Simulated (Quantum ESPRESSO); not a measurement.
Runs of Quantum ESPRESSO 7.5 on TaAs. The structure is tetragonal, space group I4_1md (No. 109). The conventional cell has a = 3.444 Å, b = 3.444 Å, c = 11.736 Å, α = 90.00°, β = 90.00°, γ = 90.00°. Ta (site symmetry 2mm) is surrounded by 6 As at 2.61 to 2.62 Å. As (site symmetry 2mm) has 6 Ta at 2.61 to 2.62 Å as nearest neighbours. The cell is a database's computed one.

```tsv
task	level	potentials or basis	cell	cutoff (eV)	form of the LDA correlation	gap on the mesh (eV)	pressure (GPa)	V0 of scaled cells (Å³/atom)	B0 (GPa)	largest force (eV/Å)
single point	PBEsol	GBRV 1.5 PBEsol	atoms moved at random, drawn with an rms of 0.05 Å	762	-	none	-3.1	-	-	0.51
band structure	LDA	GBRV 1.5 LDA	as given	762	PZ81	none	(b)	-	-	0.02
equation of state	PBEsol	GBRV 1.5 PBEsol	as given	762	-	-	-	17.11	193	-
band structure	PBEsol	GBRV 1.5 PBEsol	as given	762	-	none	-3.2	-	-	0.02
equation of state	PBE	SSSP 1.3 efficiency PBE	as given	748	-	-	-	17.65	(a)	-
```

Alike in all rows: no spin polarisation; k mesh 11 × 11 × 11; smearing fermi-dirac 0.05 eV.

Q: Estimate the missing entries.

A: (a) 178; (b) -6.7.

Caveats: spin-orbit coupling is left out, which moves the levels of the heavy elements (some runs); the cell was scaled at fixed shape and fractional positions, which overstates the stiffness of a crystal with free parameters, most of all of layers and chains (some runs).

A k mesh can miss the band edges, and the runs leave out spin-orbit coupling on As, Ta.

A gap of «none» marks a metal or a gap under the smearing width.
